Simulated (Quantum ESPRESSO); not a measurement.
A run of Quantum ESPRESSO 7.5 is set up as follows.

Contents of pw.in:

```
&CONTROL
  calculation = 'scf'
  prefix = 'pwscf'
  outdir = './tmp'
  pseudo_dir = './pseudo'
  tprnfor = .true.
  tstress = .true.
  disk_io = 'nowf'
/
&SYSTEM
  ibrav = 0
  nat = 2
  ntyp = 2
  ecutwfc = 88
  nbnd = 15
  occupations = 'smearing'
  smearing = 'fd'
  degauss = 0.00367493
/
&ELECTRONS
  conv_thr = 4d-10
  electron_maxstep = 120
  mixing_beta = 0.5
/
ATOMIC_SPECIES
As    74.9216 As_ONCV_PBE-1.2.upf
Ga    69.7230 Ga_ONCV_PBE-1.2.upf
CELL_PARAMETERS angstrom
   0.0000000000    2.8268500000    2.8268500000
   2.8268500000    0.0000000000    2.8268500000
   2.8268500000    2.8268500000    0.0000000000
ATOMIC_POSITIONS crystal
As     0.7500000000    0.7500000000    0.7500000000
Ga     0.0000000000    0.0000000000    0.0000000000
K_POINTS automatic
6 6 6 0 0 0
```

Potentials or basis: SG15 PBE 1.2.

Command:

```sh
$ OMP_NUM_THREADS=1 mpirun -n 4 pw.x -nk 4 -in pw.in > pw.out
```

(1) What does it give for the pressure?

(2) Predict the band gap on the k mesh.

Results:

(1) 3.5 GPa.

(2) 0.51 eV, direct.

**Measured values to compare with.**

“Evidence of valence band perturbations in GaAsN/GaAs(001): A combined variable-angle spectroscopic ellipsometry and modulated photoreflectance investigation”, 2008, arxiv:0805.2212 reports, for a bulk crystal of GaAs at 300 K: band gap 1.418 ± 0.005 eV (direct).

Against the measured gap of GaAs, 1.418 eV (direct; 300 K; “Evidence of valence band perturbations in GaAsN/GaAs(001): A combined variable-angle spectroscopic ellipsometry and modulated photoreflectance investigation”, 2008, arxiv:0805.2212), the calculated 0.51 eV is off by -0.91 eV. 3 values of this kind are on record (1.412 to 1.51 eV); this one was drawn at random among those near their median, those with a stated uncertainty first. Spin-orbit coupling on As, Ga is left out. The value is that of PBE on a finite k mesh, which can miss the band edges, without temperature or zero-point motion. Semilocal functionals fall short of measured gaps as a rule.
